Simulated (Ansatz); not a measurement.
The system is ZnSiP2.

```
CELL_PARAMETERS angstrom
-2.68670 2.68670 5.23003
2.68670 -2.68670 5.23003
2.68670 2.68670 -5.23003
ATOMIC_POSITIONS crystal
Zn 0.75000 0.25000 0.50000
Zn 0.00000 0.00000 0.00000
P 0.14230 0.62500 0.01730
P 0.60770 0.12500 0.98270
P 0.87500 0.85770 0.48270
P 0.37500 0.39230 0.51730
Si 0.25000 0.75000 0.50000
Si 0.50000 0.50000 0.00000
```

The cell is a database's computed one.

Base run:

| Quantity | Value |
| --- | --- |
| Program | Ansatz 0.2.0 |
| Functional | r2SCAN |
| Potentials or basis | Ansatz PAW |
| Cutoff | 500 eV |
| Density cutoff | 2000 eV |
| k mesh | 5 × 5 × 5 |
| Occupations | fermi-dirac, width 0.05 eV |
| Spin | no spin polarisation |

Its results: band gap on the k mesh 1.56 eV, direct; pressure 0.2 GPa; largest force 0.038 eV/Å.

Q: After a change of settings the same cell gave: band gap on the k mesh 1.19 eV, direct; pressure -2.8 GPa; largest force 0.218 eV/Å. Which change was it?
A. functional from r2SCAN to PBE; cutoff from 500 eV to 420 eV; density cutoff from 2000 eV to 1680 eV
B. functional from r2SCAN to PBEsol; cutoff from 500 eV to 420 eV; density cutoff from 2000 eV to 1680 eV
C. functional from r2SCAN to LDA; cutoff from 500 eV to 420 eV; density cutoff from 2000 eV to 1680 eV
D. functional from r2SCAN to PBE; cutoff from 500 eV to 420 eV; density cutoff from 2000 eV to 1680 eV; k mesh from 5 × 5 × 5 to 7 × 7 × 7

A: C.

r2SCAN gives the wider gap, since meta-GGAs in the generalised Kohn-Sham scheme recover part of the derivative discontinuity.

Caveats: the PAW data sets come from PBE, with cores solved anew for the run's functional, which leaves a small shift of forces and pressure.

Not every run made on this cell is shown here.
